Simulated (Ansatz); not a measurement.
Wires are cut from relaxed bulk Ti (Im-3m, not its usual structure, 17.25 Å³/atom, gap on the mesh 0.00 eV); atoms and period are relaxed, and energies count from that bulk.

Theory: DFT PBE, scalar-relativistic, plane waves, PAW in Ansatz 0.2.0.

Cutoff 420 eV, Gaussian smearing of 0.05 eV, energies at zero smearing, symmetry of each start kept, no spin polarisation.

| start | atoms | k mesh | excess energy (eV per host atom) | line energy (eV/Å) | period (Å) | gap on the mesh (eV) | highest filled level or Fermi level under vacuum (eV) |
| --- | --- | --- | --- | --- | --- | --- | --- |
| [110] wire, 5 host atoms a period* | 5 | 1×1×12 | 1.342 | 2.400 | 2.796 | 0 | 3.48 |
| [110] wire, 9 host atoms a period* | 9 | 1×1×12 | 1.004 | 3.078 | 2.935 | 0 | - |

A dash: not computed, or not clear enough to read.

* ends far from its start.

Each run keeps its start's symmetry and one magnetic start, so lower states can exist.

Cost: 2 runs of about 15 core-minutes in all, on Intel Xeon Platinum 8488C (Sapphire Rapids) (shared hosts).